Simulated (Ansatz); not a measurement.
**How much do the gradients of HfO2 depend on the method?**

Cell: a COD entry whose atoms were relaxed with PBE, the cell held.

```
Hf O
1.0
     5.11800    0.00000    0.00000
     0.00000    5.18570    0.00000
    -0.85866    0.00000    5.21387
Hf O
4 8
Direct
  0.27670 0.04188 0.20813
  0.72330 0.54188 0.29187
  0.72330 0.95812 0.79187
  0.27670 0.45812 0.70813
  0.44655 0.75838 0.48027
  0.55345 0.25838 0.01973
  0.55345 0.24162 0.51973
  0.44655 0.74162 0.98027
  0.07264 0.33925 0.33894
  0.92736 0.83925 0.16106
  0.92736 0.66075 0.66106
  0.07264 0.16075 0.83894
```

Atom numbers follow the list; atoms alike are taken as one site, whose name carries the number of the first.

First run. Level of theory: DFT, PBE, plane waves and PAW, scalar-relativistic, 420 eV cutoff, Γ-centred 6×6×6 k-points, Fermi–Dirac smearing 0.02 eV (Ansatz 0.2.0).

| site | atom | V_zz (10²¹ V/m²) | η |
| --- | --- | --- | --- |
| Hf | 1 | 12.69 | 0.16 |
| O5 | 5 | 1.07 | 1.00 |
| O9 | 9 | -1.32 | 0.88 |

Second run. The same atoms and settings, except that the functional is LDA.

Task: What does the second run give?

Result: 

```tsv
site	atom	V_zz	η	change of V_zz
Hf	1	12.65	0.17	-0.04
O5	5	1.09	0.92	+0.02
O9	9	-1.09	0.94	+0.23
```

The largest change of V_zz is on O9, from -1.32 to -1.09. In per cent, |V_zz| changes by 0 on Hf, -17 to +2 on O (all sites that start above 0.5).

Without spin–orbit coupling the gradients at and beside Hf can be off by some per cent, at some sites by more.
For the first run: At this cell the principal stresses reach 5 GPa in size with PBE, which can matter for small gradients.
For the second run: At this cell the LDA pressure is -9 GPa, so with LDA the cell would shrink if it were relaxed.
